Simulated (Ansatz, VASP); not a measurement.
**Two plane-wave programs on Cl**

INCAR

```
PREC = Accurate
ENCUT = 520
EDIFF = 1E-7
ISMEAR = -1
SIGMA = 0.05
LREAL = F
LASPH = T
NELM = 80
ALGO = Normal
ISIF = 2
LWAVE = F
LCHARG = T
GGA = PE
LELF = T
LVHAR = T
NBANDS = 22
```

KPOINTS

```
regular mesh
0
Gamma
  7 7 4
```

The input POSCAR:

```
Cl
1.0
    3.1450000000     -2.2500000000      0.0000000000
    3.1450000000      2.2500000000      0.0000000000
    0.0000000000      0.0000000000      8.2100000000
Cl
4
Direct
    0.3700000000      0.6300000000      0.4000000000
    0.1300000000      0.8700000000      0.9000000000
    0.6300000000      0.3700000000      0.6000000000
    0.8700000000      0.1300000000      0.1000000000
```

Contents of input.yaml:

```yaml
crystal:
  lattice:
    - [3.145, -2.25, 0.0]
    - [3.145, 2.25, 0.0]
    - [0.0, 0.0, 8.21]
  atoms:
    - { symbol: Cl, position: [0.37, 0.63, 0.4] }
    - { symbol: Cl, position: [0.13, 0.87, 0.9] }
    - { symbol: Cl, position: [0.63, 0.37, 0.6] }
    - { symbol: Cl, position: [0.87, 0.13, 0.1] }
hamiltonian:
  xc: pbe
  pseudopotentials: { kind: paw }
kpoints:
  mp_grid: { grid: [7, 7, 4] }
  band_path:
    path:
      - [[0.0, 0.0, 0.0], [0.3779569104, -0.3779569104, 0.0], [0.0, -0.5, 0.0], [0.0, -0.5, -0.5], [0.3779569104, -0.3779569104, -0.5], [0.0, 0.0, -0.5], [0.0, 0.0, 0.0], [-0.5, -0.5, 0.0], [-0.3779569104, -0.6220430896, 0.0], [-0.3779569104, -0.6220430896, -0.5], [-0.5, -0.5, -0.5], [-0.5, -0.5, 0.0]]
      - [[0.0, 0.0, -0.5], [-0.5, -0.5, -0.5]]
    npoints: 14
scf:
  occupations: { method: fermi_dirac, width: 0.05 }
  n_extra_bands: 10
output:
  forces: true
  stress: true
  eigenvalues: true
  fatbands: false
  write_density: true
  write_potential: true
  elf: true
  volumetric_format: npy
```

Alike in both runs: functional PBE; k mesh 7 × 7 × 4; occupations fermi-dirac, width 0.05 eV; no spin polarisation.

|  | VASP | Ansatz |
| --- | --- | --- |
| version | VASP 6.6.1 | Ansatz 0.2.0 |
| potentials or method | VASP PAW PBE potentials, release 64 (Cl) | Ansatz PAW |
| plane-wave cutoff (eV) | 520 | 420 |
| valence electrons in the cell | 28 | 28 |
| task | single point | band structure |

VASP gave:

| Item | Value |
| --- | --- |
| gap on the k mesh at the Fermi level (eV) | 2.54 |
| least direct gap on the mesh (eV) | 2.59 |
| pressure (GPa) | 0.3 |
| largest component of the traceless stress (GPa) | 0.92 |
| rms of the force components (eV/Å) | 0.101 |

**Question.** Estimate Ansatz's values.

**Answer.** gap on the k mesh at the Fermi level (eV): 2.49; least direct gap on the mesh (eV): 2.55; pressure (GPa): 0.7; largest component of the traceless stress (GPa): 0.60; rms of the force components (eV/Å): 0.056.

Atom by atom the forces differ by 0.105 eV/Å (rms over components). One of these differences is far larger than is usual between the two programs; its cause wasn't traced.

Caveats: an odd mesh through Γ misses points on the zone boundary, where band edges often lie (VASP). A hybrid or GW would open this gap; PBE tends to underestimate it.
